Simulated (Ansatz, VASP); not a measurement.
**One calculation of Al, two programs**

The input POSCAR:

```
Al
1.0
    0.0000000000      2.0248050000      2.0248050000
    2.0248050000      0.0000000000      2.0248050000
    2.0248050000      2.0248050000      0.0000000000
Al
1
Direct
    0.0000000000      0.0000000000      0.0000000000
```

Contents of INCAR.step1:

```
ALGO = Normal
EDIFF = 1E-5
ENCUT = 520
GGA = PE
ISIF = 2
ISMEAR = -1
LASPH = T
LCHARG = F
LREAL = F
LWAVE = T
NELM = 80
PREC = Accurate
SIGMA = 0.05
```

The input INCAR.step2:

```
AEXX = 0.5
ALGO = Normal
EDIFF = 1E-7
ENCUT = 520
ISIF = 2
ISMEAR = -1
ISTART = 1
LASPH = T
LCHARG = F
LHFCALC = T
LMIXTAU = T
LREAL = F
LWAVE = F
METAGGA = R2SCAN
NELM = 80
PREC = Accurate
PRECFOCK = Fast
SIGMA = 0.05
```

File KPOINTS:

```
k-points
0
Gamma
  6 6 6
```

KPOINTS_OPT

```
path GXWKGLUWLK,UX
12
line-mode
reciprocal
 0.0000000000  0.0000000000  0.0000000000  G
 0.5000000000  0.0000000000  0.5000000000  X

 0.5000000000  0.0000000000  0.5000000000  X
 0.5000000000  0.2500000000  0.7500000000  W

 0.5000000000  0.2500000000  0.7500000000  W
 0.3750000000  0.3750000000  0.7500000000  K

 0.3750000000  0.3750000000  0.7500000000  K
 0.0000000000  0.0000000000  0.0000000000  G

 0.0000000000  0.0000000000  0.0000000000  G
 0.5000000000  0.5000000000  0.5000000000  L

 0.5000000000  0.5000000000  0.5000000000  L
 0.6250000000  0.2500000000  0.6250000000  U

 0.6250000000  0.2500000000  0.6250000000  U
 0.5000000000  0.2500000000  0.7500000000  W

 0.5000000000  0.2500000000  0.7500000000  W
 0.5000000000  0.5000000000  0.5000000000  L

 0.5000000000  0.5000000000  0.5000000000  L
 0.3750000000  0.3750000000  0.7500000000  K

 0.6250000000  0.2500000000  0.6250000000  U
 0.5000000000  0.0000000000  0.5000000000  X
```

The input input.yaml:

```yaml
crystal:
  lattice:
    - [0.0, 2.024805, 2.024805]
    - [2.024805, 0.0, 2.024805]
    - [2.024805, 2.024805, 0.0]
  atoms:
    - { symbol: Al, position: [0.0, 0.0, 0.0] }
hamiltonian:
  xc: r2scan50
  pseudopotentials: { kind: paw }
kpoints:
  mp_grid: { grid: [6, 6, 6] }
scf:
  occupations: { method: fermi_dirac, width: 0.05 }
output:
  forces: true
  stress: true
  eigenvalues: true
```

Alike in both runs: functional r2SCAN50; k mesh 6 × 6 × 6; occupations fermi-dirac, width 0.05 eV; no spin polarisation.

|  | VASP | Ansatz |
| --- | --- | --- |
| version | VASP 6.6.1 | Ansatz 0.2.0 |
| potentials or method | VASP PAW PBE potentials, release 64 (Al) | Ansatz PAW |
| plane-wave cutoff (eV) | 520 | 500 |
| valence electrons in the cell | 3 | 3 |
| task | band structure | single point |

```tsv
	VASP	Ansatz	Ansatz less VASP
gap on the k mesh at the Fermi level (eV)	none	none	-
pressure (GPa)	-2.7	-2.7	0.00
```

A gap of «none» marks a metal or a gap that the smearing closes.

Caveats: the k mesh is coarse (spacing up to 0.45 Å⁻¹), so the values aren't converged, least of all with exact exchange; an unscreened hybrid on a path of extra k points without a Coulomb cutoff has errors near the mesh points, so the bands along the path aren't reliable (VASP); the PAW data sets were made with another functional, which shifts forces and pressure a little (VASP); the PAW data sets come from PBE, with cores solved anew for the run's functional, which leaves a small shift of forces and pressure (Ansatz); the thresholds are loose for stress (Ansatz).
